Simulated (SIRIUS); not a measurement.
## RbBr under changes of volume

One of the cells (40.248 Å³/atom); the others are scaled copies at fixed shape and fractional positions:

```
Rb Br
1.0
     0.00000    3.42700    3.42700
     3.42700    0.00000    3.42700
     3.42700    3.42700    0.00000
Rb Br
1 1
Direct
  0.00000 0.00000 0.00000
  0.50000 0.50000 0.50000
```

| Item | Value |
| --- | --- |
| Program | SIRIUS 7.12.0 |
| Functional | LDA |
| Potentials or basis | all-electron FP-LAPW |
| Cutoff | 167 eV |
| Basis | apw+lo standard |
| k mesh | 7 × 7 × 7 |
| Occupations | fermi-dirac, width 0.05 eV |
| Spin | no spin polarisation |

```csv
volume (Å³/atom),energy over the lowest point (meV/atom),gap on the mesh (eV)
37.833,0.00,4.10
38.638,2.77,4.05
39.443,6.87,4.00
40.248,12.50,3.95
41.053,19.23,3.90
41.858,?,?
42.663,35.67,3.82
```

Q: What does the run at 41.858 Å³/atom give?

A: Energy over the lowest point 27.03 meV/atom; gap on the mesh 3.86 eV.

Worked out: A Birch-Murnaghan fit of order 3 (a polynomial in V^(-2/3)) to the other rows has its minimum at 37.01 Å³/atom, just outside them, with B0 = V·E''(V) = 17.9 GPa and B' = 4.8. It gives 26.99 meV/atom at 41.858 Å³/atom, against the run's 27.03. A straight line through the other rows of the gap, of slope -2.36 eV per unit of ln V (its deformation potential), gives 3.86 eV, against the run's 3.86.

Energies are extrapolated to zero smearing.

Caveats: an odd mesh through Γ misses points on the zone boundary, where band edges often lie (some runs).

Spin-orbit coupling on Br, Rb is left out.
